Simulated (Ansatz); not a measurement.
# S on Pd(111): change of the work function, part 3 of 4

Aim: the work function of Pd(111) at several coverages of S (fcc site), and the dipole that each adsorbate carries.

Ansatz 0.2.0; plane-wave DFT, PBE, Ansatz PAW.

So far, work function, upper face (eV): step 2 (the clean slab) 5.27; step 3 (37 atoms, coverage 0.111 ML, cell 3x3) 5.27.

## Step 4: The covered slab, k-mesh 6×6×1, coverage 0.25 ML

System of this step: Pd16S (S/Pd(111)). The cell holds 17 atoms: 16 Pd and 1 S. Its edges and angles: a = 5.501 Å, b = 5.501 Å, c = 26.791 Å, α = 90.0°, β = 90.0°, γ = 60.0°. Vacuum lies along c.

Another coverage, to see how the dipoles act on each other as their distance changes.

The input, input.yaml:

```yaml
crystal:
  lattice:
    - [5.5012907577, 0.0, 0.0]
    - [2.7506453788, 4.7642575497, 0.0]
    - [0.0, 0.0, 26.7914800849]
  atoms:
    - { symbol: Pd, position: [0.0, 0.0, 0.3359276894] }
    - { symbol: Pd, position: [0.1666666667, 0.1666666667, 0.4197562998] }
    - { symbol: Pd, position: [0.3333333333, 0.3333333333, 0.5053802457] }
    - { symbol: Pd, position: [0.0, 0.0, 0.5913678637] }
    - { symbol: Pd, position: [0.0, 0.5, 0.3359276894] }
    - { symbol: Pd, position: [0.1666666667, 0.6666666667, 0.4197562998] }
    - { symbol: Pd, position: [0.3333333333, 0.8333333333, 0.5053802457] }
    - { symbol: Pd, position: [0.0, 0.5, 0.5913678637] }
    - { symbol: Pd, position: [0.5, 0.0, 0.3359276894] }
    - { symbol: Pd, position: [0.6666666667, 0.1666666667, 0.4197562998] }
    - { symbol: Pd, position: [0.8333333333, 0.3333333333, 0.5053802457] }
    - { symbol: Pd, position: [0.5, 0.0, 0.5913678637] }
    - { symbol: Pd, position: [0.5, 0.5, 0.3359276894] }
    - { symbol: Pd, position: [0.6666666667, 0.6666666667, 0.4197562998] }
    - { symbol: Pd, position: [0.8333333333, 0.8333333333, 0.5053802457] }
    - { symbol: Pd, position: [0.5, 0.5, 0.5913678637] }
    - { symbol: S, position: [0.1666666667, 0.1666666667, 0.6640723106] }
kpoints:
  mp_grid: { grid: [6, 6, 1] }
hamiltonian:
  xc: pbe
scf:
  occupations: { method: fermi_dirac, width: 0.1 }
  convergence: { dr2_threshold: 1.0e-08 }
efield:
  axis: 3
  dipole_correction: true
  ramp_position: 0.97
  ramp_width: 0.06
relax:
  f_tol: 0.02
  max_steps: 60
  constraints: [{ sites: [0, 1, 4, 5, 8, 9, 12, 13] }]
output:
  dos: { projected: true, e_range: [-8, 4] }
  write_potential: true
  write_density: true
  volumetric_format: npy
  elf: true
```

The run is started by

```console
$ ansatz run input.yaml --threads 4 --pin off --max-ram 16384MiB --backend cpu --events-out ev --progress --plain --runs-dir out
```

Numbers of over 12 decimals in the logs are rounded to 6 here.

The program printed:

```text
[...]
Crystal: 17 atoms, lattice volume = 702.193 Å³
Basis set: ecut = 420 eV, 13667 PW (Γ), exchange–correlation on 80×80×360 points (8 copies of the dense FFT grid, shifted against one another)
Bands: 177, of which v1, the nominal top of the filled ones, is band 147 counted from 1 (146 counted from 0)
Symmetry: 6 space group operations
[...]
k-points: 7 of 36 (time reversal used)
[...]
SCF iter   1: F=—  HF=-112464.937778 eV  |F-HF|=—  |Δ(HF+E_count)|=         —  Δρ=8.87e-3  dr2=3.81e0  ethr=1.77e-3  p=-0.063 e·Å  D=-1.63e-2 V/Å  ΔV_dip=0.44 eV  dr2_dipole=1.06e-1  V_vac-E_F(+/−)=5.36/4.93 eV  ⟨swp⟩=7.3  Hψ=5358  notcnv=0  defer=58
[...]
SCF iter  13: F=-112464.840621 eV  HF=-112464.840621 eV  |F-HF|=3.22e-8  |Δ(HF+E_count)|=   1.10e-8  Δρ=7.30e-7  dr2=7.05e-9  ethr=3.40e-12  p=-0.061 e·Å  D=-1.58e-2 V/Å  ΔV_dip=0.42 eV  dr2_dipole=5.80e-10  V_vac-E_F(+/−)=5.64/5.22 eV  ⟨swp⟩=16.7  Hψ=9486  notcnv=0
SCF 1 converged in 13 iterations: F = -112464.840621 eV  dr2 = 7.05e-9
[...]
relax step   1: F+E_penalty+E_count = -112464.84062130 eV  Δ(F+E_penalty+E_count) = +0.000e0 eV  max|allowed force component| = 2.916e0 eV/Å  Δτ_max = 0.0000 Å  (13 SCF iters, accepted)
[...]
SCF iter  12: F=-112465.372882 eV  HF=-112465.372882 eV  |F-HF|=1.07e-8  |Δ(HF+E_count)|=   1.83e-7  Δρ=6.73e-7  dr2=7.79e-9  ethr=3.40e-12  p=-0.024 e·Å  D=-6.25e-3 V/Å  ΔV_dip=0.17 eV  dr2_dipole=1.52e-11  V_vac-E_F(+/−)=5.39/5.22 eV  ⟨swp⟩=14.9  Hψ=8283  notcnv=0
SCF 2 converged in 12 iterations: F = -112465.372882 eV  dr2 = 7.79e-9
relax step   2: F+E_penalty+E_count = -112465.37288165 eV  Δ(F+E_penalty+E_count) = -5.323e-1 eV  max|allowed force component| = 1.640e0 eV/Å  Δτ_max = 0.1904 Å  (12 SCF iters, accepted)
[...]
SCF iter  12: F=-112465.493907 eV  HF=-112465.493907 eV  |F-HF|=3.15e-8  |Δ(HF+E_count)|=   1.90e-7  Δρ=5.89e-7  dr2=4.75e-9  ethr=3.40e-12  p=0.003 e·Å  D=8.37e-4 V/Å  ΔV_dip=-0.02 eV  dr2_dipole=1.30e-11  V_vac-E_F(+/−)=5.20/5.22 eV  ⟨swp⟩=15.7  Hψ=8624  notcnv=0
SCF 3 converged in 12 iterations: F = -112465.493907 eV  dr2 = 4.75e-9
relax step   3: F+E_penalty+E_count = -112465.49390658 eV  Δ(F+E_penalty+E_count) = -1.210e-1 eV  max|allowed force component| = 6.496e-1 eV/Å  Δτ_max = 0.1946 Å  (12 SCF iters, accepted)
[...]
relax step   4: F+E_penalty+E_count = -112465.51176392 eV  Δ(F+E_penalty+E_count) = -1.786e-2 eV  max|allowed force component| = 8.443e-2 eV/Å  Δτ_max = 0.0347 Å  (11 SCF iters, accepted)
SCF iter   1: F=—  HF=-112465.511821 eV  |F-HF|=—  |Δ(HF+E_count)|=         —  Δρ=3.31e-4  dr2=4.45e-4  ethr=1.12e-5  p=-0.003 e·Å  D=-8.54e-4 V/Å  ΔV_dip=0.02 eV  dr2_dipole=2.74e-5  V_vac-E_F(+/−)=5.25/5.22 eV  ⟨swp⟩=2.0  Hψ=2157  notcnv=0  defer=25
[...]
SCF iter   8: F=-112465.512315 eV  HF=-112465.512315 eV  |F-HF|=1.31e-8  |Δ(HF+E_count)|=   5.30e-8  Δρ=6.06e-7  dr2=6.02e-9  ethr=3.40e-12  p=-0.003 e·Å  D=-7.48e-4 V/Å  ΔV_dip=0.02 eV  dr2_dipole=1.45e-11  V_vac-E_F(+/−)=5.24/5.22 eV  ⟨swp⟩=11.3  Hψ=7984  notcnv=0
SCF 5 converged in 8 iterations: F = -112465.512315 eV  dr2 = 6.02e-9
relax step   5: F+E_penalty+E_count = -112465.51231463 eV  Δ(F+E_penalty+E_count) = -5.507e-4 eV  max|allowed force component| = 4.252e-3 eV/Å  Δτ_max = 0.0042 Å  (8 SCF iters, accepted)
[...]
WARN: The output density's exchange-correlation potential varies sharply where the density is thin. Do not read a vacuum level from v_tot or v_xc, or from such a field of the output density. On a cell that repeats whose density bears no net charge and no dipole along the vacuum's axis use v_es (v_loc + v_h of the components); under efield.dipole_correction with no amplitude use v_es + v_field, which holds any externa [...]
SCF converged after 8 iterations
Free energy (F): -112465.512315 eV
[...]
Internal energy: -112464.566473 eV  (E = F + TS)
E sigma→0 (E₀):  -112465.039394 eV
Entropy (-TS):   -0.945842 eV (-55.638 meV/atom)
Fermi energy:    3.520046 eV
Dipole field:    D = -0.000746 V/Å  (p = -0.002894 e·Å, saw-weighted, corrected)
Work function:   Φ+ = 5.2439 eV   Φ− = 5.2240 eV
[...]
--- Forces (eV/Å), atoms counted from 1 ---
  atom   1  Pd    -0.00173836    -0.00100364    -0.31484323
  atom   2  Pd    -0.00000000    -0.00000000     0.30789231
  atom   3  Pd     0.00169078     0.00097617    -0.00146939
  atom   4  Pd    -0.00006979    -0.00004029     0.00136121
  atom   5  Pd    -0.00000000     0.00200728    -0.31484323
  atom   6  Pd    -0.07885861     0.04552904     0.32658948
  atom   7  Pd     0.00000000    -0.00195234    -0.00146939
  atom   8  Pd    -0.00000000     0.00008059     0.00136121
  atom   9  Pd     0.00173836    -0.00100364    -0.31484323
  atom  10  Pd     0.00000000    -0.09105808     0.32658948
  atom  11  Pd    -0.00169078     0.00097617    -0.00146939
  atom  12  Pd     0.00006979    -0.00004029     0.00136121
  atom  13  Pd    -0.00000000    -0.00000000    -0.33953503
  atom  14  Pd     0.07885861     0.04552904     0.32658948
  atom  15  Pd    -0.00000000     0.00000000     0.00124045
  atom  16  Pd     0.00000000     0.00000000    -0.00022099
  atom  17  S      0.00000000     0.00000000    -0.00425212
  max |Σ_I F_I| component: 3.88e-5 eV/Å
--- Band table (eV; the first three rows and the last of 7) ---
  k-point 0: bands = [... 143 lower, 3.6465, 3.6465, 3.6979, 3.7472, 3.7472, 3.8567, 3.8593, 3.8593, ... 26 higher]
  k-point 1: bands = [... 143 lower, 3.4487, 3.5158, 3.5441, 3.6410, 3.6610, 3.6896, 3.7702, 3.8380, ... 26 higher]
  k-point 2: bands = [... 143 lower, 3.1896, 3.3657, 3.3863, 3.4469, 3.4547, 3.6333, 3.6370, 3.8630, ... 26 higher]
  k-point 6: bands = [... 143 lower, 3.2137, 3.2244, 3.2376, 3.2736, 3.2795, 3.3240, 3.3270, 3.3451, ... 26 higher]
--- Relaxed structure (5 steps of the walk, 5 accepted, 0 SCFs on fresh bases) ---
  F+E_penalty+E_count = -112465.51231463 eV   max|allowed force component| = 4.252e-3 eV/Å
  atoms:
[...]
- { symbol: Pd, position: [0.166667, 0.166667, 0.419756] }
    - { symbol: Pd, position: [0.333339, 0.333339, 0.505327] }
    - { symbol: Pd, position: [-0.00407392, -0.00407392, 0.593076] }
    - { symbol: Pd, position: [0.0, 0.500000, 0.335928] }
    - { symbol: Pd, position: [0.166667, 0.666667, 0.419756] }
    - { symbol: Pd, position: [0.333339, 0.833323, 0.505327] }
    - { symbol: Pd, position: [-0.00407392, 0.508148, 0.593076] }
    - { symbol: Pd, position: [0.500000, -1.7959490104491818e-17, 0.335928] }
    - { symbol: Pd, position: [0.666667, 0.166667, 0.419756] }
    - { symbol: Pd, position: [0.833323, 0.333339, 0.505327] }
    - { symbol: Pd, position: [0.508148, -0.00407392, 0.593076] }
    - { symbol: Pd, position: [0.5, 0.500000, 0.335928] }
    - { symbol: Pd, position: [0.666667, 0.666667, 0.419756] }
    - { symbol: Pd, position: [0.833333, 0.833333, 0.507471] }
    - { symbol: Pd, position: [0.5, 0.500000, 0.591185] }
    - { symbol: S, position: [0.166667, 0.166667, 0.651097] }
```

Run time: 2.4 min. Hardware: 4 threads of Arm Neoverse V1, shared host; peak memory 2.9 GiB; 9.6 min of CPU time.

The steps of the relaxation:

```
step  energy less that of the first step (eV)  largest force component (eV/Å)
   1                                   0.0000                          2.9157
   2                                  -0.5323                          1.6396
   3                                  -0.6533                          0.6496
   4                                  -0.6711                          0.0844
   5                                  -0.6717                          0.0043
```

Forces are held to the 6 operations that the run works with; a distortion that breaks them can't arise in this run.

The atoms that moved most (Å):

```
atom      dx      dy      dz  length
 S17   0.000   0.000  -0.348   0.348
 Pd4  -0.034  -0.019   0.046   0.060
 Pd8   0.000   0.039   0.046   0.060
Pd12   0.034  -0.019   0.046   0.060
Pd15   0.000   0.000   0.056   0.056
```

The relaxed structure:

```cif
data_structure
_symmetry_space_group_name_H-M 'P 1'
_symmetry_Int_Tables_number 1
_cell_length_a 5.5013
_cell_length_b 5.5013
_cell_length_c 26.7915
_cell_angle_alpha 90.000
_cell_angle_beta 90.000
_cell_angle_gamma 60.000
_cell_volume 702.19
loop_
_atom_site_label
_atom_site_type_symbol
_atom_site_fract_x
_atom_site_fract_y
_atom_site_fract_z
_atom_site_occupancy
Pd1 Pd 0.00000 0.00000 0.33593 1
Pd2 Pd 0.16667 0.16667 0.41976 1
Pd3 Pd 0.33334 0.33334 0.50533 1
Pd4 Pd 0.99593 0.99593 0.59308 1
Pd5 Pd 0.00000 0.50000 0.33593 1
Pd6 Pd 0.16667 0.66667 0.41976 1
Pd7 Pd 0.33334 0.83332 0.50533 1
Pd8 Pd 0.99593 0.50815 0.59308 1
Pd9 Pd 0.50000 0.00000 0.33593 1
Pd10 Pd 0.66667 0.16667 0.41976 1
Pd11 Pd 0.83332 0.33334 0.50533 1
Pd12 Pd 0.50815 0.99593 0.59308 1
Pd13 Pd 0.50000 0.50000 0.33593 1
Pd14 Pd 0.66667 0.66667 0.41976 1
Pd15 Pd 0.83333 0.83333 0.50747 1
Pd16 Pd 0.50000 0.50000 0.59119 1
S17 S 0.16667 0.16667 0.65110 1
```

Numbers from this step:

```yaml
energy_at_zero_smearing: -112465.0394 eV
work_function_upper_face: 5.244 eV
dipole_along_the_normal: -0.002894 e·Å
```

The density of states has structure finer than the step of the table below, so its rows give means over 0.5 eV, whole bins alone (the curve runs from -8 to 1.98 eV). Peaks (eV: height): -4.30: 53.1, -3.34: 50.5, -2.59: 71.5, -2.47: 77.0, -2.35: 58.4, -2.23: 74.4, -0.27: 50.0.

Density of states against energy, zero at the Fermi level; means over each step:

```
energy (eV)  density of states (states/eV a cell)
       -7.0                                     0
       -6.5                                 0.603
       -6.0                                  2.19
       -5.5                                  6.51
       -5.0                                  14.2
       -4.5                                  31.0
       -4.0                                  29.4
       -3.5                                  24.8
       -3.0                                  28.7
       -2.5                                  40.4
       -2.0                                  35.0
       -1.5                                  29.1
       -1.0                                  34.0
       -0.5                                  31.6
        0.0                                  29.9
        0.5                                  6.46
        1.0                                  5.11
        1.5                                  4.62
```

Projected DOS per atom over height of the atomic layer and energy from the Fermi level. Layers: Pd4 Pd4 Pd4 Pd4 S from below.

Values in states/eV, 22 rows by 5 columns, each cell a mean:
```
0.04 0.03 0.04 0.07 0.21
0.06 0.04 0.05 0.06 0.18
0.08 0.09 0.10 0.10 0.23
0.25 0.20 0.31 0.57 1.25
2.22 2.41 1.91 1.12 0.78
2.23 1.98 1.82 1.53 0.54
2.47 1.66 1.87 2.06 0.51
2.08 1.46 2.09 1.90 0.58
2.24 1.42 1.45 2.00 0.56
2.84 2.40 2.26 2.13 0.58
1.97 2.23 2.02 2.13 0.38
1.23 1.30 1.87 1.65 0.53
1.44 1.44 1.47 1.52 0.48
1.73 2.56 2.05 1.92 0.60
0.78 2.16 1.87 1.01 0.34
0.12 0.37 0.50 1.00 2.76
0.02 0.04 0.13 0.68 1.64
0.01 0.01 0.02 0.16 0.50
0.00 0.00 0.00 0.01 0.05
0.00 0.00 0.00 0.00 0.00
0.00 0.00 0.00 0.00 0.00
0.00 0.00 0.00 0.00 0.00
```
Columns: height of the atomic layer (Å) from 9 to 17.4 (not evenly spaced); rows upwards: energy from the Fermi level (eV) from -7.96 to 1.95.

ELF in the ca plane at fractional y = 0.167, with atoms of Pd and S within 0.2 Å of it. It is the smooth field of the valence electrons, not physical close to the nuclei.

Ten even steps from '0' (0.00) to '9' (0.91), each cell a mean:
```
44322222222234421223432466653100000000000000
44322222222234422223432223211000000000000000
23222234422223321122322111000000000000000000
22222355542222221112222110000000000000000000
22222453452222211112222100000000000000000000
22222454542222211112222100000000000000000000
22222355532222221122222110000000000000000000
33322222222233321223332111110000000000000000
44322222222234431223432345432100000000000000
33322223222233321223323688875210000000000000
22222355532222221112236889997410000000000000
22222454542222211111247526998520000000000000
22222453452222211111247405998620000000000000
22222455542222211111237758998520000000000000
33222234322223321122225789986310000000000000
```
Columns run along c (16.0 Å, from fractional 0.32 to 0.92 of the cell), rows up along a (5.5 Å). Atoms in or near the plane, at fractional coordinates: Pd at (0.42, 0.17), Pd at (0.42, 0.67), S at (0.65, 0.17).

Electrostatic potential energy in the ca plane at fractional y = 0.167, with atoms of Pd and S within 0.2 Å of it. With pseudopotentials it is smooth inside the atoms' cores, unlike the true potential.

Ten even steps from '0' (-37 eV) to '9' (9 eV), each cell a mean:
```
43589988899864468875458889999999999999999999
54589988899864468875458999999999999999999999
76789753578876689987678999999999999999999999
88898400048988899998889999999999999999999999
99998200027999999999999999999999999999999999
99998300027999999999899999999999999999999999
87888621268987889987789999999999999999999999
54689876789875578975568999999999999999999999
43589988899863468874358999999999999999999999
65689876789865578986568778899999999999999999
87888621258987789998786323699999999999999999
99998300027999999999884010389999999999999999
99998200027999999999883021289999999999999999
88898400048988899998885101589999999999999999
76789853578876689987677656899999999999999999
```
Columns run along c (16.0 Å, from fractional 0.32 to 0.92 of the cell; values clipped at the 3rd and 97th percentile), rows up along a (5.5 Å). Atoms in or near the plane, at fractional coordinates: Pd at (0.42, 0.17), Pd at (0.42, 0.67), S at (0.65, 0.17).

Valence density in the ca plane at fractional y = 0.167, with atoms of Pd and S within 0.2 Å of it. It is the smooth field of the valence electrons, not physical close to the nuclei.

Ten steps, logarithmic in the rise over the least value, from '0' (0 e/Å³) to '9' (13 e/Å³), each cell a mean:
```
55432222222245532235543222100000000000000000
55432223222245542235542110000000000000000000
34322356532234432223432100000000000000000000
22222589853222221122221000000000000000000000
22223699973222211112211000000000000000000000
22223699963222211112221000000000000000000000
33322467742223321123332100000000000000000000
45432234322235432234542110000000000000000000
56532222222245542235543211000000000000000000
45422234322245432234443333210000000000000000
33222467742223321122333444320000000000000000
22223699963222211112234434421000000000000000
22223699973222211111234424431000000000000000
22222589853222221112234444421000000000000000
44322355532234432223433443210000000000000000
```
Columns run along c (16.0 Å, from fractional 0.32 to 0.92 of the cell), rows up along a (5.5 Å). Atoms in or near the plane, at fractional coordinates: Pd at (0.42, 0.17), Pd at (0.42, 0.67), S at (0.65, 0.17).

The relaxation took 5 steps and lowered the energy by 0.67 eV; the largest force on the free atoms ends at 0.0043 eV/Å.

By hand: a sheet of dipoles makes a step −p/(ε₀A) in the electron's potential. With e/ε₀ = 180.95 V·Å, p = -0.002894 e·Å and A = 26.21 Å², that is −180.95 × (-0.002894) / 26.21 = +0.020 eV, and the two vacuum levels of the run differ by +0.020 eV.

The covered face has 5.24 eV, -0.02 eV against the clean one; the bare back face has moved by -0.02 eV, a measure of how thin the slab is.

## Step 5: Adsorbate added, k-mesh 6×6×1, coverage 0.5 ML

System of this step: Pd8S (S/Pd(111)). The cell holds 18 atoms: 16 Pd and 2 S. Its edges and angles: a = 5.501 Å, b = 5.501 Å, c = 26.791 Å, α = 90.0°, β = 90.0°, γ = 60.0°. Vacuum lies along c.

Another coverage, to see how the dipoles act on each other as their distance changes.

input.yaml, as its differences from that of step 4:

```diff
@@ -23,2 +23,3 @@
     - { symbol: S, position: [0.1666666667, 0.1666666667, 0.6640723106] }
+    - { symbol: S, position: [0.6666666667, 0.1666666667, 0.6640723106] }
 kpoints:
```

The program printed:

```text
[...]
Crystal: 18 atoms, lattice volume = 702.193 Å³
Basis set: ecut = 420 eV, 13667 PW (Γ), exchange–correlation on 80×80×360 points (8 copies of the dense FFT grid, shifted against one another)
Bands: 180, of which v1, the nominal top of the filled ones, is band 150 counted from 1 (149 counted from 0)
Symmetry: 4 space group operations
[...]
- { symbol: Pd, position: [0.500000, 0.500000, 0.335928] }
    - { symbol: Pd, position: [0.666667, 0.6666666667, 0.419756] }
    - { symbol: Pd, position: [0.833645, 0.832711, 0.507469] }
    - { symbol: Pd, position: [0.495808, 0.508383, 0.591461] }
    - { symbol: S, position: [0.150570, 0.198860, 0.655280] }
    - { symbol: S, position: [0.650570, 0.198860, 0.655280] }
[key lines of the parts left out:]
SCF converged after 11 iterations
Free energy (F): -113367.921151 eV
Fermi energy:    3.917636 eV
Dipole field:    D = 0.006018 V/Å  (p = 0.023353 e·Å, saw-weighted, corrected)
Work function:   Φ+ = 5.0687 eV   Φ− = 5.2300 eV
```

It took 5.3 min on 4 threads; peak memory 3.4 GiB.

[end of part 3 of 4]

[Logs are printed without paths, hosts, clocks, repeated set-up lines and the standing remarks that a program may print on its own settings, such as how far it seeks lower states.]

[Hosts, paths, dates, database ids (printed as entryN), source tags and the programs' standing remarks are cut or masked in the printed files.]

[Maps of the electrostatic potential energy from Ansatz leave out the sawtooth potential of an applied field or a dipole correction, so their vacuum need not be flat; planar profiles and work functions include it.]

[The density of states shown here was stored with 400 of the rows of the run's finer table, so its peaks can read low, often by over a quarter, or be missed, and its means over a window can be off by a tenth or more.]
